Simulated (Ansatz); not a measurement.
**Which of these structures of SnO2 lies lowest?**

These are results of DFT, PBE, all-electron LAPW, scalar-relativistic (Ansatz 0.2.0), not measurements.

Each cell is taken as listed (from a database or a relaxation; residual pressures are under 0.6 GPa and forces under 0.08 eV/Å), on meshes of about 0.2 Å⁻¹ spacing; energies are extrapolated to zero smearing, with no zero-point or thermal terms. Other structures, the observed one among them, may be missing from this set and lie lower. No run is spin-polarised.

No spin–orbit coupling, which matters for the heavy atoms here.

Order the structures by energy per atom, lowest first, and give the differences.
A.
```cif
data_structure
_symmetry_space_group_name_H-M 'Fm-3m'
_symmetry_Int_Tables_number 225
_cell_length_a 5.1434
_cell_length_b 5.1434
_cell_length_c 5.1434
_cell_angle_alpha 90.000
_cell_angle_beta 90.000
_cell_angle_gamma 90.000
_cell_volume 136.07
loop_
_atom_site_label
_atom_site_type_symbol
_atom_site_symmetry_multiplicity
_atom_site_Wyckoff_symbol
_atom_site_fract_x
_atom_site_fract_y
_atom_site_fract_z
_atom_site_occupancy
Sn1 Sn 4 a 0.00000 0.00000 0.00000 1
O1 O 8 c 0.25000 0.75000 0.75000 1
```
(fluorite type, relaxed by us; 11×11×11 mesh on the primitive cell, smearing 0.05 eV, P = -0.1 GPa)
B.
Space group P-3m1 (No. 164). a = 3.228 Å, b = 3.228 Å, c = 5.492 Å, α = 90.00°, β = 90.00°, γ = 120.00°
```csv
atom,site,symmetry,x,y,z
Sn,1a,-3m.,0.0000,0.0000,0.0000
O,2d,3m.,0.3333,0.6667,0.1842
```
(CdI2 type, relaxed by us; 13×13×7 mesh on the primitive cell, smearing 0.08 eV, P = 0.0 GPa)

B (0 meV/atom), A (99 meV/atom).
